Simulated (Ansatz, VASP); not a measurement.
# Two plane-wave programs on WC (Qusongite)

The input INCAR:

```
SYSTEM = WC
ALGO = Normal
EDIFF = 1E-7
ENCUT = 520
GGA = PE
ISIF = 2
ISMEAR = 1
LASPH = .True.
LCHARG = .False.
LREAL = .False.
LWAVE = .False.
NBANDS = 16
NELM = 100
PREC = Accurate
SIGMA = 0.1
```

The input KPOINTS:

```
k-points
0
Gamma
  14 14 12
  0 0 0
```

Contents of POSCAR:

```
WC
1.0
    2.8193050000      0.0000000000      0.0000000000
   -1.4096525000      2.4415899100      0.0000000000
    0.0000000000      0.0000000000      3.0147730896
W C
1 1
Direct
    0.0000000000      0.0000000000      0.0000000000
    0.6666666667      0.3333333333      0.5000000000
```

Input for Ansatz:

```yaml
crystal:
  lattice:
    - [2.819305, 0.0, 0.0]
    - [-1.4096525, 2.44158991, 0.0]
    - [0.0, 0.0, 3.0147730895950686]
  atoms:
    - { symbol: W, position: [0.0, 0.0, 0.0] }
    - { symbol: C, position: [0.6666666666666666, 0.3333333333333333, 0.5] }
basis:
  ecutwfc: 520.0
kpoints:
  mp_grid:
    grid: [14, 14, 12]
hamiltonian:
  pseudopotentials:
    kind: paw
scf:
  occupations:
    method: cold
    width: 0.1
output:
  stress: true
```

Alike in both runs: task single point; functional PBE; k mesh 14 × 14 × 12; no spin polarisation.

|  | VASP | Ansatz |
| --- | --- | --- |
| version | VASP 6.6.1 | Ansatz 0.2.0 |
| potentials or method | VASP PAW PBE potentials, release 64 (W_sv, C) | plane waves, PAW |
| plane-wave cutoff (eV) | 520 | 520 |
| occupations | methfessel-paxton of order 1, width 0.1 eV | cold, width 0.1 eV |
| valence electrons in the cell | 18 | 18 |

|  | VASP | Ansatz | Ansatz less VASP |
| --- | --- | --- | --- |
| pressure (GPa) | 5.5 | 4.3 | -1.15 |
| largest component of the traceless stress (GPa) | 42.84 | 42.82 | -0.016 |

Ansatz warned: «structure_snapped_to_symmetry».

The runs have no spin-orbit coupling, so splittings on W are missing.
